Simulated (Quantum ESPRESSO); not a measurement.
# Li (Im-3m) in Quantum ESPRESSO: convergence with k mesh

Aim: find how far k mesh must go before the results for Li settle, at LDA. This setting moves, with any that are tied to it; all else stays.

All numbers are computed with Quantum ESPRESSO 7.5; they aren't measurements. Logs are shortened: lines on timing, memory, paths and dates and some standing lists are left out, and cuts for length are marked.

## Step 1: The structure

The structure is cubic, space group Im-3m (No. 229). Conventional cell: a = 3.509 Å, b = 3.509 Å, c = 3.509 Å, α = 90.00°, β = 90.00°, γ = 90.00°. Around Li (site symmetry m-3m) lie 8 Li at 3.04 Å.

## Step 2: With k mesh 2 × 2 × 2

pw.in

```
&CONTROL
  calculation = 'scf'
  prefix = 'pwscf'
  outdir = './tmp'
  pseudo_dir = './pseudo'
  tprnfor = .true.
  tstress = .true.
  disk_io = 'nowf'
/
&SYSTEM
  ibrav = 0
  nat = 1
  ntyp = 1
  ecutwfc = 36
  ecutrho = 216
  nbnd = 6
  occupations = 'smearing'
  smearing = 'mp'
  degauss = 0.00999582
/
&ELECTRONS
  conv_thr = 2d-10
  electron_maxstep = 120
  mixing_beta = 0.5
/
ATOMIC_SPECIES
Li     6.9400 Li.LDA_PW-JTH.UPF
CELL_PARAMETERS angstrom
  -1.7546500000    1.7546500000    1.7546500000
   1.7546500000   -1.7546500000    1.7546500000
   1.7546500000    1.7546500000   -1.7546500000
ATOMIC_POSITIONS crystal
Li     0.0000000000    0.0000000000    0.0000000000
K_POINTS automatic
2 2 2 0 0 0
```

Potentials or basis: JTH 2.0 LDA.

Started as:

```
OMP_NUM_THREADS=1 pw.x -in pw.in > pw.out
```

Wall time 0.53 s (1 thread of Arm Neoverse V1, shared host); peak memory 0.05 GiB.

Results:

- Free energy: -200.9669 eV
- Pressure: -2.0 GPa
- Band gap on the k mesh: none (metal or under the smearing width)

## Step 3: With k mesh 3 × 3 × 3

Edit pw.in of step 2 so:

```diff
@@ -34,2 +34,2 @@
 K_POINTS automatic
-2 2 2 0 0 0
+3 3 3 0 0 0
```

Potentials or basis: JTH 2.0 LDA.

Started as:

```
OMP_NUM_THREADS=1 pw.x -in pw.in > pw.out
```

Wall time 0.6 s (1 thread of Arm Neoverse V1, shared host); peak memory 0.05 GiB.

What came out:

* Free energy: -201.7560 eV
* Pressure: -2.5 GPa
* Band gap on the k mesh: none (metal or under the smearing width)

## Step 4: With k mesh 5 × 5 × 5

Edit pw.in of step 3 so:

```diff
@@ -34,2 +34,2 @@
 K_POINTS automatic
-3 3 3 0 0 0
+5 5 5 0 0 0
```

Started as:

```
OMP_NUM_THREADS=1 pw.x -in pw.in > pw.out
```

Wall time 0.86 s (1 thread of Arm Neoverse V1, shared host); peak memory 0.05 GiB.

What came out:

| Item | Value |
| --- | --- |
| Free energy | -201.5965 eV |
| Pressure | -1.9 GPa |
| Band gap on the k mesh | none (metal or under the smearing width) |

## Step 5: With k mesh 7 × 7 × 7

Edit pw.in of step 4 so:

```diff
@@ -34,2 +34,2 @@
 K_POINTS automatic
-5 5 5 0 0 0
+7 7 7 0 0 0
```

Started as:

```
OMP_NUM_THREADS=1 pw.x -in pw.in > pw.out
```

Run time: 1.3 s. Hardware: 1 thread of Arm Neoverse V1, shared host; peak memory 0.05 GiB.

Results:

- Free energy: -201.5987 eV
- Pressure: -1.9 GPa
- Band gap on the k mesh: none (metal or under the smearing width)

## Step 6: With k mesh 8 × 8 × 8

Edit pw.in of step 5 so:

```diff
@@ -34,2 +34,2 @@
 K_POINTS automatic
-7 7 7 0 0 0
+8 8 8 0 0 0
```

Potentials or basis: JTH 2.0 LDA.

Started as:

```
OMP_NUM_THREADS=1 pw.x -in pw.in > pw.out
```

It took 1.7 s on 1 thread of Arm Neoverse V1, shared host; peak memory 0.05 GiB.

Results (log left out):

```yaml
Free_energy: -201.5859 eV
Pressure: -1.9 GPa
Band_gap_on_the_k_mesh: none (metal or under the smearing width)
```

## Step 7: With k mesh 10 × 10 × 10

Edit pw.in of step 6 so:

```diff
@@ -34,2 +34,2 @@
 K_POINTS automatic
-8 8 8 0 0 0
+10 10 10 0 0 0
```

Started as:

```
OMP_NUM_THREADS=1 pw.x -in pw.in > pw.out
```

Run time: 2.5 s. Hardware: 1 thread of Arm Neoverse V1, shared host; peak memory 0.05 GiB.

The run converged. Its results:

```
Free energy            : -201.5897 eV
Pressure               : -1.9 GPa
Band gap on the k mesh : none (metal or under the smearing width)
```

## Step 8: With k mesh 11 × 11 × 11

Edit pw.in of step 7 so:

```diff
@@ -34,2 +34,2 @@
 K_POINTS automatic
-10 10 10 0 0 0
+11 11 11 0 0 0
```

Started as:

```
OMP_NUM_THREADS=1 pw.x -in pw.in > pw.out
```

Run time: 2.9 s. Hardware: 1 thread of Arm Neoverse V1, shared host; peak memory 0.05 GiB.

It converged, with:

| Property | Result |
| --- | --- |
| Free energy | -201.6008 eV |
| Pressure | -1.9 GPa |
| Band gap on the k mesh | none (metal or under the smearing width) |

## Step 9: With k mesh 13 × 13 × 13

Edit pw.in of step 8 so:

```diff
@@ -34,2 +34,2 @@
 K_POINTS automatic
-11 11 11 0 0 0
+13 13 13 0 0 0
```

Potentials or basis: JTH 2.0 LDA.

Started as:

```
OMP_NUM_THREADS=1 pw.x -in pw.in > pw.out
```

Wall time 4.1 s (1 thread of Arm Neoverse V1, shared host); peak memory 0.05 GiB.

The run converged. Its results:

```yaml
Free_energy: -201.5983 eV
Pressure: -2.0 GPa
Band_gap_on_the_k_mesh: none (metal or under the smearing width)
```

## Step 10: With k mesh 15 × 15 × 15

Edit pw.in of step 9 so:

```diff
@@ -34,2 +34,2 @@
 K_POINTS automatic
-13 13 13 0 0 0
+15 15 15 0 0 0
```

Potentials or basis: JTH 2.0 LDA.

Started as:

```
OMP_NUM_THREADS=1 pw.x -in pw.in > pw.out
```

pw.out:

```text
This program is part of the open-source Quantum ESPRESSO suite
     for quantum simulation of materials; please cite
         "P. Giannozzi et al., J. Phys.:Condens. Matter 21 395502 (2009);
         "P. Giannozzi et al., J. Phys.:Condens. Matter 29 465901 (2017);
         "P. Giannozzi et al., J. Chem. Phys. 152 154105 (2020);
     in publications or presentations arising from this work. More details at

     file Li.LDA_PW-JTH.UPF: wavefunction(s)  1S 2S 0S 2P 0P renormalized
     Message from routine setup:
     using ibrav=0 with symmetry is DISCOURAGED, use correct ibrav instead

     G-vector sticks info
     --------------------
     sticks:   dense  smooth     PW     G-vecs:    dense   smooth      PW
     Sum         535     345    129                 7803     4213     887

     Using Slab Decomposition

     bravais-lattice index     =            0
     lattice parameter (alat)  =       5.7431  a.u.
     unit-cell volume          =     145.8237 (a.u.)^3
     number of atoms/cell      =            1
     number of atomic types    =            1
     number of electrons       =         3.00
     number of Kohn-Sham states=            6
     kinetic-energy cutoff     =      36.0000  Ry
     charge density cutoff     =     216.0000  Ry
     scf convergence threshold =      2.0E-10
     mixing beta               =       0.5000
     number of iterations used =            8  plain     mixing
     Exchange-correlation= SLA PW NOGX NOGC
                           (   1   4   0   0   0   0   0)

     celldm(1)=   5.743148  celldm(2)=   0.000000  celldm(3)=   0.000000
     celldm(4)=   0.000000  celldm(5)=   0.000000  celldm(6)=   0.000000

     crystal axes: (cart. coord. in units of alat)
               a(1) = (  -0.577350   0.577350   0.577350 )
               a(2) = (   0.577350  -0.577350   0.577350 )
               a(3) = (   0.577350   0.577350  -0.577350 )

     reciprocal axes: (cart. coord. in units 2 pi/alat)
               b(1) = ( -0.000000  0.866025  0.866025 )
               b(2) = (  0.866025 -0.000000  0.866025 )
               b(3) = (  0.866025  0.866025  0.000000 )

     PseudoPot. # 1 for Li read from file:
     Li.LDA_PW-JTH.UPF
     Pseudo is Projector augmented-wave + core cor, Zval =  3.0
     Generated using ATOMPAW code
     Shape of augmentation charge: BESSEL
     Using radial grid of  865 points,  5 beta functions with:
                l(1) =   0
                l(2) =   0
                l(3) =   0
                l(4) =   1
                l(5) =   1
     Q(r) pseudized with 0 coefficients

     atomic species   valence    mass     pseudopotential
     Li                3.00     6.94000     Li( 1.00)

     48 Sym. Ops., with inversion, found

   Cartesian axes

     site n.     atom                  positions (alat units)
         1        Li     tau(   1) = (   0.0000000   0.0000000   0.0000000  )

     number of k points=   120  Methfessel-Paxton smearing, width (Ry)=  0.0100

     Number of k-points >= 100: set verbosity='high' to print them.

     Dense  grid:     7803 G-vectors     FFT dimensions: (  27,  27,  27)

     Smooth grid:     4213 G-vectors     FFT dimensions: (  24,  24,  24)

     Initial potential from superposition of free atoms

     starting charge       2.9953, renormalised to       3.0000
     Starting wfcs are    9 randomized atomic wfcs

     Self-consistent Calculation

     iteration #  1     ecut=    36.00 Ry     beta= 0.50
     Davidson diagonalization with overlap
     ethr =  1.00E-02,  avg # of iterations =  5.1

     Threshold (ethr) on eigenvalues was too large:
     Diagonalizing with lowered threshold

     Davidson diagonalization with overlap
     ethr =  2.37E-05,  avg # of iterations =  5.6

     total energy              =     -14.81797744 Ry
     estimated scf accuracy    <       0.00070394 Ry

     iteration #  2     ecut=    36.00 Ry     beta= 0.50
     Davidson diagonalization with overlap
     ethr =  2.35E-05,  avg # of iterations =  2.1

     total energy              =     -14.81701443 Ry
     estimated scf accuracy    <       0.00004637 Ry

     iteration #  3     ecut=    36.00 Ry     beta= 0.50
     Davidson diagonalization with overlap
     c_bands:  1 eigenvalues not converged
     ethr =  1.55E-06,  avg # of iterations =  3.1

     total energy              =     -14.81703052 Ry
     estimated scf accuracy    <       0.00001357 Ry

     iteration #  4     ecut=    36.00 Ry     beta= 0.50
     Davidson diagonalization with overlap
     ethr =  4.52E-07,  avg # of iterations =  2.3

     total energy              =     -14.81705080 Ry
     estimated scf accuracy    <          7.2E-09 Ry

     iteration #  5     ecut=    36.00 Ry     beta= 0.50
     Davidson diagonalization with overlap
     ethr =  2.40E-10,  avg # of iterations =  2.1

     total energy              =     -14.81705056 Ry
     estimated scf accuracy    <          1.4E-09 Ry

     iteration #  6     ecut=    36.00 Ry     beta= 0.50
     Davidson diagonalization with overlap
     ethr =  4.50E-11,  avg # of iterations =  3.1

     total energy              =     -14.81705059 Ry
     estimated scf accuracy    <          1.4E-09 Ry

     iteration #  7     ecut=    36.00 Ry     beta= 0.50
     Davidson diagonalization with overlap
     ethr =  4.50E-11,  avg # of iterations =  2.0

     End of self-consistent calculation

     Number of k-points >= 100: set verbosity='high' to print the bands.

     the Fermi energy is     0.7464 ev

!    total energy              =     -14.81705059 Ry
     total all-electron energy =       -14.817051 Ry
     estimated scf accuracy    <          8.6E-12 Ry
     smearing contrib. (-TS)   =      -0.00000851 Ry
     internal energy E=F+TS    =     -14.81704208 Ry

     The total energy is F=E-TS. E is the sum of the following terms:
     one-electron contribution =     -10.71642221 Ry
     hartree contribution      =       3.02471813 Ry
     xc contribution           =      -2.88689098 Ry
     ewald contribution        =      -4.93893218 Ry
     one-center paw contrib.   =       0.70048516 Ry

     convergence has been achieved in   7 iterations

     Forces acting on atoms (cartesian axes, Ry/au):

     atom    1 type  1   force =     0.00000000    0.00000000    0.00000000

     Total force =     0.000000     Total SCF correction =     0.000000

     Computing stress (Cartesian axis) and pressure

          total   stress  (Ry/bohr**3)                   (kbar)     P=      -19.30
  -0.00013117  -0.00000000  -0.00000000          -19.30       -0.00       -0.00
  -0.00000000  -0.00013117  -0.00000000           -0.00      -19.30       -0.00
  -0.00000000  -0.00000000  -0.00013117           -0.00       -0.00      -19.30

=------------------------------------------------------------------------------=
   JOB DONE.
=------------------------------------------------------------------------------=
```

It took 5.7 s on 1 thread of Arm Neoverse V1, shared host; peak memory 0.05 GiB.

What came out:

| Quantity | Value |
| --- | --- |
| Free energy | -201.5962 eV |
| Pressure | -1.9 GPa |
| Band gap on the k mesh | none (metal or under the smearing width) |

## Step 11: Summary

| k mesh | energy less the tightest run, at zero smearing (meV/atom) | pressure (GPa) | SCF cycles | CPU time (s) | peak memory (GiB) |
| --- | --- | --- | --- | --- | --- |
| 2 × 2 × 2 | 638.88 | -2.05 | 6 | 0.53 | 0.05 |
| 3 × 3 × 3 | -159.19 | -2.50 | 7 | 0.6 | 0.05 |
| 5 × 5 × 5 | 1.80 | -1.95 | 7 | 0.86 | 0.05 |
| 7 × 7 × 7 | -2.42 | -1.91 | 7 | 1.3 | 0.05 |
| 8 × 8 × 8 | 11.15 | -1.87 | 7 | 1.7 | 0.05 |
| 10 × 10 × 10 | 6.88 | -1.88 | 7 | 2.5 | 0.05 |
| 11 × 11 × 11 | -4.30 | -1.94 | 7 | 2.9 | 0.05 |
| 13 × 13 × 13 | -2.19 | -1.95 | 7 | 4.1 | 0.05 |
| 15 × 15 × 15 | 0.00 | -1.93 | 7 | 5.7 | 0.05 |

Against the tightest run, the pressure stays within 0.1 GPa from 5 × 5 × 5 on. Not settled before the last step: the energy (to 1 meV/atom). Meshes of other sizes hit other points, so gaps and Fermi surfaces needn't settle smoothly. The tightest run that finished is the yardstick and may itself not be fully converged.

Caveats: the cutoff is low for these files, which shifts pressure and relaxed volume.
